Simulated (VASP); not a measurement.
Here is a VASP 6.6.1 calculation.

File INCAR:

```
PREC = Accurate ; ENCUT = 600
EDIFF = 1E-7 ; ISMEAR = 0
SIGMA = 0.03 ; LREAL = F
LASPH = T ; NELM = 80
ALGO = Normal ; ISIF = 3
LWAVE = F ; LCHARG = F
METAGGA = R2SCAN ; LMIXTAU = T
IBRION = 2 ; NSW = 90
EDIFFG = -0.005
```

The input KPOINTS:

```
regular mesh
0
Gamma
  9 9 4
```

POSCAR

```
Si                                      
1.0
    3.8297371497      0.0000000000      0.0000000000
   -1.9148685749      3.3166496615      0.0000000000
    0.0000000000     -0.0000000000      6.3343457963
  Si            
     4
Direct
     0.3333333300000021    0.6666666699999979    0.0629907166242049
     0.6666666699999979    0.3333333300000021    0.5629907166242049
     0.3333333300000021    0.6666666699999979    0.4370092833757951
     0.6666666699999979    0.3333333300000021    0.9370092833757951
```

Potentials or basis: VASP PAW PBE potentials, release 64 (Si).

Run with:

```console
$ cat potpaw_PBE.64/Si/POTCAR > POTCAR
$ mpirun -np 1 vasp_std > vasp.out
```

Task: Estimate the band gap on the k mesh.

Result: 0.66 eV, indirect (least direct gap 1.38 eV).

Final structure:
```yaml
crystal:
  lattice:
    - [3.82966, 0.00000, 0.00000]
    - [-1.91483, 3.31659, 0.00000]
    - [0.00000, 0.00000, 6.33477]
  atoms:
    - { symbol: Si, position: [0.33333, 0.66667, 0.06304] }
    - { symbol: Si, position: [0.66667, 0.33333, 0.56304] }
    - { symbol: Si, position: [0.33333, 0.66667, 0.43696] }
    - { symbol: Si, position: [0.66667, 0.33333, 0.93696] }
```

Caveat: an odd mesh through Γ misses points on the zone boundary, where band edges often lie.
